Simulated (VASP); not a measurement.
Wanted: the native input for a VASP 6.6.1 run.

| Item | Value |
| --- | --- |
| Task | work function |
| Functional | PBEsol |
| Potentials or basis | VASP PAW PBE potentials, release 64 (Hf_pv) |
| Cutoff | 520 eV |
| k mesh | 10 × 10 × 1 |
| Occupations | fermi-dirac, width 0.05 eV |
| Spin | no spin polarisation |
| Dipole correction | yes |
| Further INCAR settings | ALGO = Normal; EDIFF = 1e-06 |

The structure of Hf lies in POSCAR:

```
Hf
1.0
    2.7787600000      0.0000000000      0.0000000000
    0.0000000000      2.7787600000      0.0000000000
    0.0000000000      0.0000000000     23.8000000000
Hf
1
Direct
    0.0000000000      0.0000000000      0.2941200000
```

The cell was built by a generator and needn't be a form met in nature.

The input as run:

INCAR

```
PREC     = Accurate       # precision mode
ENCUT    = 520            # plane-wave cutoff, eV
EDIFF    = 1E-6           # SCF threshold, eV
ISMEAR   = -1             # smearing method
SIGMA    = 0.05           # smearing width, eV
LREAL    = F              # projectors in reciprocal space
LASPH    = T              # aspherical terms in the spheres
NELM     = 80             # most SCF steps
ALGO     = Normal         # electronic algorithm
ISIF     = 2              # what is computed and relaxed
LWAVE    = F              # write WAVECAR
LCHARG   = T              # write CHGCAR
LDIPOL   = T            
IDIPOL   = 3            
DIPOL    = 0.5 0.5 0.294
GGA      = PS             # functional
LELF     = T              # ELF
LVHAR    = T            
LVACPOTAV= T
```

KPOINTS

```
regular mesh
0
Gamma
  10 10 1
```

Potentials or basis: VASP PAW PBE potentials, release 64 (Hf_pv).

Launch:

```sh
$ cat potpaw_PBE.64/Hf_pv/POTCAR > POTCAR
$ mpirun -np 1 vasp_std > vasp.out
```

Results of the run:

```
Band gap on the k mesh          : none (metal or under the smearing width)
Work function of the upper face : 4.37 eV
Work function of the lower face : 4.37 eV
```

Wall time 39 s on 1 thread of Intel(R) Xeon(R) Platinum 8375C CPU @ 2.90GHz (Ice Lake), on a shared host, peak memory 0.32 GiB.
